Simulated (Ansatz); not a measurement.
**Al5As: balancing the decomposition**

Computed with Ansatz, DFT PBE, scalar-relativistic, plane waves, PAW. Settings: cutoff 420 eV, Γ-centred meshes spaced at most about 0.3 Å⁻¹, and about 0.25 Å⁻¹ or finer for metals (2π included), Gaussian smearing. No spin polarisation.

Formation energies are uncorrected and refer to the elements' standard structures at the same level.

These are static total energies at zero pressure. The reference form of As is held partly by dispersion forces, which this level lacks.

A trial structure of Al5As (reached from: KAu5 type (P6/mmm); relaxed: space group P6/mmm (No. 191), a = 5.335 Å, c = 4.585 Å) has a formation energy of 0.291 eV/atom. At its composition the lowest mixture among the elements and 1 reference phase computed alike (others may be missing) consists of these:

```json
{"phase": "Al (solid)", "source": "element", "ΔE_f (eV/atom)": "0.000"}
{"phase": "AlAs (F-43m)", "source": "COD", "ΔE_f (eV/atom)": "-0.487"}
```

Question: Write the balanced decomposition and find its energy per atom, per formula unit and per mole of formula units.

Answer: Balancing Al and As gives Al5As → 4 Al + AlAs. The left side holds 6 atoms, and the products take 4/6 (Al) and 2/6 (AlAs) of them. The mixture therefore lies at 4/6 × (0.000) + 2/6 × (-0.487) = -0.162 eV/atom. The reaction energy is -0.162 − (0.291) = -0.453 eV/atom. Times 6 atoms that is -2.718 eV per Al5As, and times 96.485 it is -262 kJ per mole of Al5As. Decomposition is downhill, so the trial structure is unstable against this mixture.
